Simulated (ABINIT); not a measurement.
Runs of ABINIT 10.8.3 (patched build) on InSe. It takes space group R3m (No. 160, trigonal). The conventional cell has a = 4.000 Å, b = 4.000 Å, c = 25.320 Å, α = 90.00°, β = 90.00°, γ = 120.00°. In (site symmetry 3m) is surrounded by 3 Se at 2.63 Å and 1 In at 2.82 Å. In (site symmetry 3m) has 3 Se at 2.64 Å and 1 In at 2.82 Å as nearest neighbours. Se (site symmetry 3m) is surrounded by 3 In at 2.63 Å. Around Se (site symmetry 3m) lie 3 In at 2.64 Å. 

```csv
task,level,potentials or basis,k mesh,cutoff (eV),fine-grid cutoff,mesh quality,gap on the mesh (eV),pressure (GPa),largest force (eV/Å)
band structure,LDA-Teter,JTH PAW LDA v2.0 sp,8 × 8 × 8,408,816.342 eV,not flagged,0.24,-0.6,0.47
band structure,LDA-PZ,JTH PAW LDA v2.0 sp,8 × 8 × 8,408,816.342 eV,not flagged,0.24,-0.6,0.47
single point,LDA,JTH PAW LDA v2.0,3 × 3 × 3,463,925.187 eV,coarse,1.40,-,0.20
band structure,LDA,JTH PAW LDA v2.0 sp,8 × 8 × 8,408,816.342 eV,not flagged,0.24,-0.6,0.47
band structure,LDA-VWN,JTH PAW LDA v2.0 sp,8 × 8 × 8,408,816.342 eV,not flagged,0.24,-0.7,0.46
single point,LDA,JTH PAW LDA v2.0,6 × 6 × 6,463,925.187 eV,not flagged,0.20,-,(a)
single point,LDA,JTH PAW LDA v2.0,5 × 5 × 5,463,925.187 eV,not flagged,(b),-,0.23
```

Alike in all rows: no spin polarisation; cell as given; smearing fermi-dirac 0.05 eV.

Question: Fill in the values left out.

Answer: (a) 0.24; (b) 0.87.

Caveats: some runs use coarse meshes; spin-orbit coupling is left out, which moves the levels of the heavy elements; this set keeps more shells in the core, which shifts pressures and gaps (some runs); an odd mesh through Γ misses points on the zone boundary, where band edges often lie (some runs).

A k mesh can miss the band edges, and the runs leave out spin-orbit coupling on In, Se.

Not every run made on this cell is shown here.
